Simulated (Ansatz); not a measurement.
Ti in Ansatz: the effect of functional

Ti:

```
CELL_PARAMETERS angstrom
2.93020 0.00000 0.00000
-1.46510 2.53763 0.00000
0.00000 0.00000 4.64859
ATOMIC_POSITIONS crystal
Ti 0.66667 0.33333 0.75000
Ti 0.33333 0.66667 0.25000
```

The cell isn't the ideal one: volume scaled by 0.98.

Alike in all runs:

```yaml
Program: Ansatz 0.2.0
Task: single point
Potentials_or_basis: Ansatz PAW
k_mesh: 10 × 10 × 6
Occupations: fermi-dirac, width 0.05 eV
Spin: no spin polarisation
```

```tsv
functional	cutoff	pressure (GPa)
LDA	420 eV (not typed: the program's choice for these potentials)	-7.9
r2SCAN	500 eV (not typed: the program's choice for these potentials)	0.2
PBE	420 eV (not typed: the program's choice for these potentials)	?
```

What does the run with functional PBE give?

Pressure 0.8 GPa.

Caveats: the PAW data sets come from PBE, with cores solved anew for the run's functional, which leaves a small shift of forces and pressure (some runs).
